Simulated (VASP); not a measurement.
## AlRu: equation of state with PBE

AlRu:

```
CELL_PARAMETERS angstrom
2.99160 0.00000 0.00000
0.00000 2.99160 0.00000
0.00000 0.00000 2.99160
ATOMIC_POSITIONS crystal
Ru 0.50000 0.50000 0.50000
Al 0.00000 0.00000 0.00000
```

```json
{"Program": "VASP 6.6.1", "Task": "equation of state", "Functional": "PBE", "Potentials or basis": "VASP PAW PBE potentials, release 64 (Ru_pv, Al)", "Cutoff": "520 eV", "k mesh": "9 × 9 × 9", "Occupations": "fermi-dirac, width 0.05 eV", "Spin": "no spin polarisation", "Further INCAR settings": "ALGO = Normal; EDIFF = 1e-07; NBANDS = 16"}
```

```
Equilibrium volume                      : 13.55 Å³/atom
Bulk modulus                            : 204 GPa
Pressure derivative of the bulk modulus : 4.4
```

Energy against volume, from the lowest point:
| volume (Å³/atom) | energy (meV/atom) |
| --- | --- |
| 12.584 | 49.91 |
| 12.851 | 24.90 |
| 13.119 | 8.85 |
| 13.387 | 0.81 |
| 13.655 | 0.00 |
| 13.922 | 5.67 |
| 14.190 | 17.15 |

All runs of the series together: 48 s on 1 thread of Intel(R) Xeon(R) Platinum 8559C (Emerald Rapids), with other jobs on the host.

PBE usually gives volumes a little too large and moduli too small. Zero-point motion and thermal expansion aren't in these numbers.
